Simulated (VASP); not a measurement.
# Ag (Silver): Ag into a neighbouring Ag vacancy, part 4 of 4

Wanted: the minimum-energy path in Ag (Silver) for this move: Ag into a neighbouring Ag vacancy. The start is a cell from a database of measured crystal structures.

VASP 6.6.1; PBE; plane waves and PAW (Ag).

So far. Step 3 (Relax the start): The run ended after 7 ionic steps, 0.069 eV below its first step, once the forces on the free atoms met EDIFFG = -0.05. Step 4 (Relax the end): The run ended after 7 ionic steps, 0.094 eV below its first step, once the forces on the free atoms met EDIFFG = -0.05.

## Step 5: Nudged elastic band

Images on a straight line between the ends relax across the path, while springs keep them spaced along it.

Input file INCAR:

```
SYSTEM = Ag
PREC = Normal
ENCUT = 280
EDIFF = 1E-05
NELM = 120
ISMEAR = 1
SIGMA = 0.15
LREAL = Auto
ALGO = Fast
GGA = PE
LWAVE = .FALSE.
LCHARG = .FALSE.
IMAGES = 3
SPRING = -5
IBRION = 1
POTIM = 0.3
NSW = 60
EDIFFG = -0.05
ISYM = 0
ISIF = 0
```

Input file POSCAR:

```
Ag
1.0
    0.0000000000      6.2117992665      6.2117992665
    6.2117992665      0.0000000000      6.2117992665
    6.2117992665      6.2117992665      0.0000000000
Ag
26
Direct
    0.0011220051      0.9995073136      0.3303930021
    0.0004959769      0.9990577309      0.6692211666
    0.0011393725      0.3292419128      0.9999400950
    0.9992361059      0.3327740743      0.3341622914
    0.9978378006      0.3312313583      0.6698229619
    0.9997729520      0.6696811702      0.0002508339
    0.9989845316      0.6706785506      0.3310331731
    0.0000307297      0.6663386851      0.6669857802
    0.3307699881      0.9996150166      0.9985855818
    0.3349004978      0.9990323442      0.3318400702
    0.3280968344      0.0019473554      0.6687917144
    0.3330315141      0.3330166870      0.0001977399
    0.3325840605      0.3344828466      0.3328495858
    0.3317859700      0.3334077496      0.6668793107
    0.3294498011      0.6709321032      0.9998270251
    0.3329562869      0.6675663962      0.3320344076
    0.3334174598      0.6671799867      0.6675598838
    0.6696565839      0.9986010131      0.0000583743
    0.6689794487      0.9999895823      0.3306406397
    0.6667199875      0.9992487038      0.6660340378
    0.6700502013      0.3298129770      0.0000321517
    0.6679960407      0.3317167468      0.3327003603
    0.6667997061      0.3302693953      0.6692714954
    0.6672050035      0.6650628431      0.0007865025
    0.6678769216      0.6661078403      0.3341263323
    0.6659114206      0.6668158070      0.6675287271
```

Input file KPOINTS:

```
Automatic mesh
0
Gamma
3 3 3
0 0 0
```

Input file 00/POSCAR:

```
Ag
1.0
    0.0000000000      6.2117992665      6.2117992665
    6.2117992665      0.0000000000      6.2117992665
    6.2117992665      6.2117992665      0.0000000000
Ag
26
Direct
    0.0011220051      0.9995073136      0.3303930021
    0.0004959769      0.9990577309      0.6692211666
    0.0011393725      0.3292419128      0.9999400950
    0.9992361059      0.3327740743      0.3341622914
    0.9978378006      0.3312313583      0.6698229619
    0.9997729520      0.6696811702      0.0002508339
    0.9989845316      0.6706785506      0.3310331731
    0.0000307297      0.6663386851      0.6669857802
    0.3307699881      0.9996150166      0.9985855818
    0.3349004978      0.9990323442      0.3318400702
    0.3280968344      0.0019473554      0.6687917144
    0.3330315141      0.3330166870      0.0001977399
    0.3325840605      0.3344828466      0.3328495858
    0.3317859700      0.3334077496      0.6668793107
    0.3294498011      0.6709321032      0.9998270251
    0.3329562869      0.6675663962      0.3320344076
    0.3334174598      0.6671799867      0.6675598838
    0.6696565839      0.9986010131      0.0000583743
    0.6689794487      0.9999895823      0.3306406397
    0.6667199875      0.9992487038      0.6660340378
    0.6700502013      0.3298129770      0.0000321517
    0.6679960407      0.3317167468      0.3327003603
    0.6667997061      0.3302693953      0.6692714954
    0.6672050035      0.6650628431      0.0007865025
    0.6678769216      0.6661078403      0.3341263323
    0.6659114206      0.6668158070      0.6675287271
```

Input file 01/POSCAR:

```
Ag
1.0
    0.0000000000      6.2117992665      6.2117992665
    6.2117992665      0.0000000000      6.2117992665
    6.2117992665      6.2117992665      0.0000000000
Ag
26
Direct
    0.0005578985      0.9997179684      0.2486222075
   -0.0000430299      0.9992882662      0.6679459969
    0.0006037274      0.3292276412      1.0011824619
    0.9992659274      0.3320463268      0.3342893847
    0.9979817321      0.3318924106      0.6694307781
    0.9993571948      0.6686851702      0.0005220406
    0.9989524714      0.6703283457      0.3318496136
   -0.0002237250      0.6673845134      0.6662623448
    0.3307502949      0.9996314830      0.9997996886
    0.3332551039      0.9991644427      0.3325174558
    0.3289719754      0.0014221988      0.6685309189
    0.3327640196      0.3327659832      0.0005203218
    0.3326361626      0.3339206920      0.3332340622
    0.3318108738      0.3333615011      0.6671662136
    0.3294955104      0.6702435094      1.0005291217
    0.3320290219      0.6679169023      0.3326736852
    0.3328812538      0.6673236034      0.6675725528
    0.6688767947      0.9988637750      0.0000442382
    0.6689613779      1.0000641739      0.3311933910
    0.6671284000      0.9994403430      0.6653818960
    0.6689484387      0.3306735361      0.0003855101
    0.6682945574      0.3312194161      0.3331076455
    0.6668386459      0.3308431564      0.6684222939
    0.6666044169      0.6652717634      0.0007958431
    0.6671341618      0.6664330248      0.3341033190
    0.6659999940      0.6671396530      0.6672178332
```

Input file 02/POSCAR:

```
Ag
1.0
    0.0000000000      6.2117992665      6.2117992665
    6.2117992665      0.0000000000      6.2117992665
    6.2117992665      6.2117992665      0.0000000000
Ag
26
Direct
   -0.0000062082      0.9999286232      0.1668514128
   -0.0005820367      0.9995188016      0.6666708272
    0.0000680823      0.3292133697      1.0024248288
    0.9992957489      0.3313185794      0.3344164780
    0.9981256636      0.3325534628      0.6690385942
    0.9989414375      0.6676891703      0.0007932474
    0.9989204113      0.6699781408      0.3326660542
   -0.0004781796      0.6684303416      0.6655389094
    0.3307306018      0.9996479495      1.0010137953
    0.3316097100      0.9992965412      0.3331948414
    0.3298471163      0.0008970422      0.6682701234
    0.3324965250      0.3325152794      0.0008429038
    0.3326882648      0.3333585374      0.3336185387
    0.3318357777      0.3333152526      0.6674531165
    0.3295412196      0.6695549157      1.0012312183
    0.3311017568      0.6682674084      0.3333129628
    0.3323450479      0.6674672201      0.6675852218
    0.6680970055      0.9991265370      0.0000301021
    0.6689433070      1.0001387656      0.3317461422
    0.6675368126      0.9996319823      0.6647297542
    0.6678466762      0.3315340952      0.0007388685
    0.6685930740      0.3307220855      0.3335149308
    0.6668775858      0.3314169174      0.6675730924
    0.6660038302      0.6654806838      0.0008051837
    0.6663914020      0.6667582092      0.3340803056
    0.6660885674      0.6674634990      0.6669069392
```

Input file 03/POSCAR:

```
Ag
1.0
    0.0000000000      6.2117992665      6.2117992665
    6.2117992665      0.0000000000      6.2117992665
    6.2117992665      6.2117992665      0.0000000000
Ag
26
Direct
   -0.0005703148      1.0001392781      0.0850806182
   -0.0011210436      0.9997493370      0.6653956576
   -0.0004675628      0.3291990981      1.0036671956
    0.9993255704      0.3305908320      0.3345435713
    0.9982695950      0.3332145151      0.6686464104
    0.9985256802      0.6666931704      0.0010644542
    0.9988883512      0.6696279359      0.3334824947
   -0.0007326343      0.6694761699      0.6648154740
    0.3307109086      0.9996644160      1.0022279020
    0.3299643161      0.9994286396      0.3338722269
    0.3307222573      0.0003718856      0.6680093280
    0.3322290304      0.3322645755      0.0011654858
    0.3327403670      0.3327963828      0.3340030151
    0.3318606816      0.3332690042      0.6677400195
    0.3295869289      0.6688663220      1.0019333149
    0.3301744918      0.6686179145      0.3339522404
    0.3318088420      0.6676108368      0.6675978909
    0.6673172163      0.9993892989      0.0000159660
    0.6689252362      1.0002133572      0.3322988934
    0.6679452251      0.9998236216      0.6640776125
    0.6667449136      0.3323946543      0.0010922269
    0.6688915907      0.3302247548      0.3339222160
    0.6669165256      0.3319906785      0.6667238910
    0.6654032435      0.6656896041      0.0008145244
    0.6656486422      0.6670833937      0.3340572923
    0.6661771409      0.6677873450      0.6665960453
```

Input file 04/POSCAR:

```
Ag
1.0
    0.0000000000      6.2117992665      6.2117992665
    6.2117992665      0.0000000000      6.2117992665
    6.2117992665      6.2117992665      0.0000000000
Ag
26
Direct
   -0.0011344214      1.0003499329      0.0033098236
   -0.0016600504      0.9999798723      0.6641204879
   -0.0010032079      0.3291848265      1.0049095625
    0.9993553919      0.3298630845      0.3346706646
    0.9984135265      0.3338755674      0.6682542266
    0.9981099230      0.6656971704      0.0013356609
    0.9988562910      0.6692777310      0.3342989352
   -0.0009870890      0.6705219982      0.6640920386
    0.3306912154      0.9996808824      1.0034420088
    0.3283189222      0.9995607381      0.3345496125
    0.3315973983     -0.0001532710      0.6677485325
    0.3319615359      0.3320138717      0.0014880677
    0.3327924691      0.3322342282      0.3343874916
    0.3318855854      0.3332227557      0.6680269224
    0.3296326382      0.6681777282      1.0026354115
    0.3292472268      0.6689684206      0.3345915180
    0.3312726360      0.6677544535      0.6676105599
    0.6665374271      0.9996520608      0.0000018299
    0.6689071654      1.0002879488      0.3328516447
    0.6683536376      1.0000152608      0.6634254707
    0.6656431510      0.3332552134      0.0014455853
    0.6691901074      0.3297274241      0.3343295012
    0.6669554654      0.3325644396      0.6658746895
    0.6648026569      0.6658985244      0.0008238650
    0.6649058824      0.6674085782      0.3340342790
    0.6662657143      0.6681111910      0.6662851514
```

Potentials, in the order of the species: Ag (PBE family, release 64).

The run is started by

```
mpirun -np 3 vasp_std
```

Output:

```text
[banner, memory and clock lines left out]
running    3 mpi-ranks, on    1 nodes
 each image running on    1 cores
 distrk:  each k-point on    1 cores,    1 groups
 distr:  one band on    1 cores,    1 groups

 POSCAR found type information on POSCAR Ag
 01/POSCAR found :  1 types and      26 ions
 LDA part: xc-table for (Slater+PW92), standard interpolation
 POSCAR found type information on POSCAR Ag
 00/POSCAR found :  1 types and      26 ions
 POSCAR found type information on POSCAR Ag
 04/POSCAR found :  1 types and      26 ions
 POSCAR, INCAR and KPOINTS ok, starting setup
 FFT: planning ... GRIDC
 FFT: planning ... GRID_SOFT
 FFT: planning ... GRID
 WAVECAR not read
 entering main loop
       N       E                     dE             d eps       ncg     rms          rms(c)
DAV:   1     0.142534912443E+04    0.14253E+04   -0.10230E+05  4852   0.102E+03
DAV:   2    -0.264456882318E+02   -0.14518E+04   -0.13762E+04  4950   0.284E+02
DAV:   3    -0.756412343516E+02   -0.49196E+02   -0.48316E+02  5080   0.536E+01
DAV:   4    -0.760241451487E+02   -0.38291E+00   -0.38235E+00  5128   0.472E+00
DAV:   5    -0.760279569441E+02   -0.38118E-02   -0.38112E-02  5109   0.482E-01    0.230E+01
RMM:   6    -0.703638585056E+02    0.56641E+01   -0.19795E+01  4788   0.127E+01    0.154E+01
RMM:   7    -0.702388674296E+02    0.12499E+00   -0.10156E+00  4788   0.204E+00    0.900E+00
RMM:   8    -0.701855237820E+02    0.53344E-01   -0.97940E-02  4788   0.910E-01    0.107E+00
RMM:   9    -0.701818913956E+02    0.36324E-02   -0.19451E-02  4788   0.361E-01    0.136E-01
RMM:  10    -0.701821439026E+02   -0.25251E-03   -0.30121E-03  4795   0.108E-01    0.122E-01
RMM:  11    -0.701821756525E+02   -0.31750E-04   -0.71244E-04  4789   0.782E-02    0.447E-02
RMM:  12    -0.701821627832E+02    0.12869E-04   -0.75856E-05  4736   0.221E-02    0.925E-03
RMM:  13    -0.701821643351E+02   -0.15519E-05   -0.16381E-05  2831   0.905E-03
   1 F= -.70182164E+02 E0= -.70179419E+02  d E =-.701822E+02
 BRION: g(F)=  0.441E+00 g(S)=  0.000E+00
 bond charge predicted
       N       E                     dE             d eps       ncg     rms          rms(c)
DAV:   1    -0.702496878335E+02   -0.67525E-01   -0.16787E+01  4904   0.878E+00    0.313E-01
RMM:   2    -0.702563397069E+02   -0.66519E-02   -0.66558E-02  4788   0.866E-01    0.204E-01
RMM:   3    -0.702567144742E+02   -0.37477E-03   -0.62134E-03  4788   0.254E-01    0.102E-01
RMM:   4    -0.702566493994E+02    0.65075E-04   -0.79629E-04  4788   0.815E-02    0.209E-02
RMM:   5    -0.702566568490E+02   -0.74496E-05   -0.13977E-04  4760   0.346E-02    0.131E-02
RMM:   6    -0.702566573293E+02   -0.48035E-06   -0.23509E-05  2782   0.130E-02
   2 F= -.70256657E+02 E0= -.70254016E+02  d E =-.744930E-01
[... from here on, the cycles between the ionic steps are left out ...]
   3 F= -.70374458E+02 E0= -.70371986E+02  d E =-.117800E+00
   4 F= -.70398463E+02 E0= -.70396009E+02  d E =-.240049E-01
   5 F= -.70415707E+02 E0= -.70413245E+02  d E =-.172443E-01
   6 F= -.70436513E+02 E0= -.70434023E+02  d E =-.208065E-01
   7 F= -.70446236E+02 E0= -.70443708E+02  d E =-.972303E-02
   8 F= -.70455003E+02 E0= -.70452423E+02  d E =-.876632E-02
   9 F= -.70459718E+02 E0= -.70457109E+02  d E =-.471563E-02
  10 F= -.70465662E+02 E0= -.70463010E+02  d E =-.594308E-02
  11 F= -.70468934E+02 E0= -.70466265E+02  d E =-.327251E-02
  12 F= -.70474026E+02 E0= -.70471322E+02  d E =-.509219E-02
 BRION: g(F)=  0.203E-02 g(S)=  0.000E+00
 BRIONS problems: POTIM should be increased
 retain N=  1 mean eig=15.36
 eig:  15.359
 bond charge predicted
       N       E                     dE             d eps       ncg     rms          rms(c)
DAV:   1    -0.704738271723E+02    0.19311E-03   -0.68274E+00  4788   0.570E+00    0.844E-02
RMM:   2    -0.704764621227E+02   -0.26350E-02   -0.26114E-02  4788   0.556E-01    0.603E-02
RMM:   3    -0.704767055342E+02   -0.24341E-03   -0.28406E-03  4788   0.169E-01    0.517E-02
RMM:   4    -0.704766472632E+02    0.58271E-04   -0.30295E-04  4788   0.493E-02    0.404E-02
RMM:   5    -0.704766754577E+02   -0.28195E-04   -0.52524E-04  4788   0.551E-02    0.483E-02
RMM:   6    -0.704766278686E+02    0.47589E-04   -0.40118E-05  3255   0.155E-02    0.240E-02
RMM:   7    -0.704766116720E+02    0.16197E-04   -0.74708E-05  4787   0.201E-02    0.476E-03
RMM:   8    -0.704766125287E+02   -0.85665E-06   -0.60352E-06  2552   0.773E-03
  13 F= -.70476613E+02 E0= -.70473903E+02  d E =-.258631E-02
 BRION: g(F)=  0.158E-02 g(S)=  0.000E+00
 BRIONS problems: POTIM should be increased
 retain N=  1 mean eig=10.73
 eig:  10.729
 reached required accuracy - stopping structural energy minimisation
```

Elapsed: 41 min, on 3 MPI ranks of AMD EPYC 7R43, shared host; peak memory 1.1 GiB; 2.1 h of CPU time.

OUTCAR, selected parts (step 5):

```text
   NELECT =     286.0000    total number of electrons

  tangential force (eV/A)        -0.547624
  left and right image   0.808904  0.803717 A

  tangential force (eV/A)        -0.556392
  left and right image   0.817809  0.815561 A

 E-fermi :   7.4878

 k-point     1 :       0.0000    0.0000    0.0000
  band No.  band energies     occupation
    ...
    141       5.4450      2.00000
    142       5.5655      2.00000
    143       5.5662      2.00000
    144       5.6051      2.00000
    145       5.9331      2.00000
    146      10.2971     -0.00000
    147      10.3630     -0.00000
    148      10.3712     -0.00000
    149      10.4019     -0.00000
    150      10.4620     -0.00000
    ...

 POSITION                                       TOTAL-FORCE (eV/Angst)
 -----------------------------------------------------------------------------------
      7.80397      1.58868      6.20530         0.360555      0.362263      0.001450
     10.33826     10.33396     12.41867        -0.016104     -0.009923      0.000928
      2.05143     -0.07171      2.20841        -0.039554      0.005277     -0.071877
      4.04344      8.23564      8.19484         0.038663     -0.002086      0.046677
      6.19168     10.38247      8.22374        -0.009570     -0.054238      0.041681
      4.17041      6.18815     10.40145        -0.048531     -0.012191     -0.040737
      6.14208      8.25914     10.20186         0.004386     -0.038862      0.076745
      8.23888     10.25109     10.42820        -0.003101      0.039528     -0.047255
     12.35895      8.26042      8.42089        -0.002187     -0.039784     -0.076819
      8.24244      4.04124      8.19293        -0.010073      0.036828      0.051421
      4.16838      6.19466      2.01211        -0.043152     -0.020583      0.041383
      2.08316      2.07966      4.18463        -0.026990     -0.028764     -0.010021
      4.12275      4.12249      4.09880        -0.020316     -0.025574     -0.013238
      6.17486      6.17411      4.19009        -0.001500     -0.008157     -0.023028
      4.21422      2.03293      6.20650        -0.052188     -0.023487      0.000034
      6.18526      4.05431      6.20317        -0.028528      0.024916      0.003421
      8.29072      6.19206      6.20443        -0.013378     -0.018769      0.004758
      6.19354      4.16643     10.40419        -0.013719     -0.048626     -0.044831
      2.04889      6.14120      3.99176        -0.035864     -0.000198      0.076031
     10.25694      8.23633     10.43105         0.033877     -0.005308     -0.052132
      2.03588      4.20936      6.20809        -0.020590     -0.051875      0.001155
      4.05746      6.18040      6.20534         0.026370     -0.027388      0.000738
      6.19686      8.28597      6.20997        -0.026164     -0.010444     -0.008124
      4.12477      4.11783      8.31321        -0.022927     -0.015248      0.010245
      6.17422      6.16772      8.22057        -0.004059      0.000508      0.021619
      8.29282      8.29059      8.22980        -0.025357     -0.027817      0.009777
 -----------------------------------------------------------------------------------
    total drift:                                0.006707      0.017911     -0.002412

  FREE ENERGIE OF THE ION-ELECTRON SYSTEM (eV)
  ---------------------------------------------------
  free  energy   TOTEN  =       -70.4766125287 eV

  energy  without entropy=      -70.4684831758  energy(sigma->0) =      -70.47390274

  tangential force (eV/A)        -0.560558
  left and right image   0.825354  0.824380 A

[... 6 parts as in an earlier step ...]

[... 8 further parts left out ...]
```

The path, image by image:

| image | path (A) | energy (eV) | Ag1: x, y, z (Å) |
| --- | --- | --- | --- |
| 0 | 0.000 | 0.0000 | 8.261, 2.059, 6.216 |
| 1 | 0.825 | 0.2659 | 7.804, 1.589, 6.205 |
| 2 | 1.650 | 0.5757 | 7.249, 1.035, 6.206 |
| 3 | 2.475 | 0.2666 | 6.694, 0.479, 6.205 |
| 4 | 3.301 | -0.0011 | 6.235, 0.014, 6.207 |

Numbers from this step:

* electronic cycles: 102
* path length: 3.301 Å
* barrier: 0.5757 eV
* barrier in the reverse direction: 0.5768 eV
* barrier from a spline through the images: 0.5756 eV
* reaction energy: -0.001073 eV

What the program prints for this run, and its count of cycles, belong to image 1; the force that counts for the threshold is the band's, across the path.

## Step 6: What came out

| Property | Result |
| --- | --- |
| hop | Ag into a neighbouring Ag vacancy |
| barrier | 0.576 eV |
| barrier in the reverse direction | 0.577 eV |
| barrier from a spline through the images | 0.576 eV |
| reaction energy | -0.00107 eV |
| path length | 3.30 Å |

In words: The barrier is 0.58 eV forwards and 0.58 eV backwards. With an attempt frequency of 10¹³ per second, taken as a typical value, this barrier gives about 10^3 hops a second at 300 K. Both ends are alike and an image sits at the midpoint, which is the saddle if the path is symmetric. The band met its force threshold after 13 steps. Cell and mesh are small and were not tested. The band started on a straight line, so other routes may lie lower.

[Lines on the potential files, build, host, timing and source positions are cut from VASP's logs without a mark.]

[Logs are printed without paths, hosts, clocks, repeated set-up lines and the standing remarks that a program may print on its own settings, such as how far it seeks lower states.]

[Hosts, paths, dates, database ids (printed as entryN), source tags and the programs' standing remarks are cut or masked in the printed files.]

[Runs that stopped without an error message from VASP are left out.]
